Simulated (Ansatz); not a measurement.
An 8-atom cell of GaS started from a crystallographic database was relaxed with 3 functionals in Ansatz, cell and atoms free, the symmetry of the start kept (meshes: PBE-D3(BJ) 12×12×2, r2SCAN+rVV10 12×12×2, PBE-D4 12×12×2). Calculated for a static, non-magnetic cell.

The PBE-D4 result:
```cif
data_structure
_symmetry_space_group_name_H-M 'P6_3/mmc'
_symmetry_Int_Tables_number 194
_cell_length_a 3.5821
_cell_length_b 3.5821
_cell_length_c 15.2820
_cell_angle_alpha 90.000
_cell_angle_beta 90.000
_cell_angle_gamma 120.000
_cell_volume 169.82
loop_
_atom_site_label
_atom_site_type_symbol
_atom_site_symmetry_multiplicity
_atom_site_Wyckoff_symbol
_atom_site_fract_x
_atom_site_fract_y
_atom_site_fract_z
_atom_site_occupancy
Ga1 Ga 4 f 0.33333 0.66667 0.17013 1
S1 S 4 f 0.33333 0.66667 0.59899 1
```

It is hexagonal, P6_3/mmc (No. 194); conventional cell a = 3.582 Å, c = 15.282 Å, 21.23 Å³ an atom. Ga is surrounded by 3 S at 2.34 Å and 1 Ga at 2.44 Å; S is surrounded by 3 Ga at 2.34 Å.

Q: What lattice does r2SCAN+rVV10 give?

A: a = 3.580 Å, c = 15.563 Å; the volume differs by +1.7 % from PBE-D4's. Ga has 3 S at 2.33 Å and 1 Ga at 2.44 Å; S has 3 Ga at 2.33 Å.

Q: What lattice does PBE-D3(BJ) give?

A: a = 3.590 Å, c = 15.451 Å; the volume differs by +1.6 % from PBE-D4's. Around Ga lie 3 S at 2.34 Å and 1 Ga at 2.45 Å; around S lie 3 Ga at 2.34 Å.
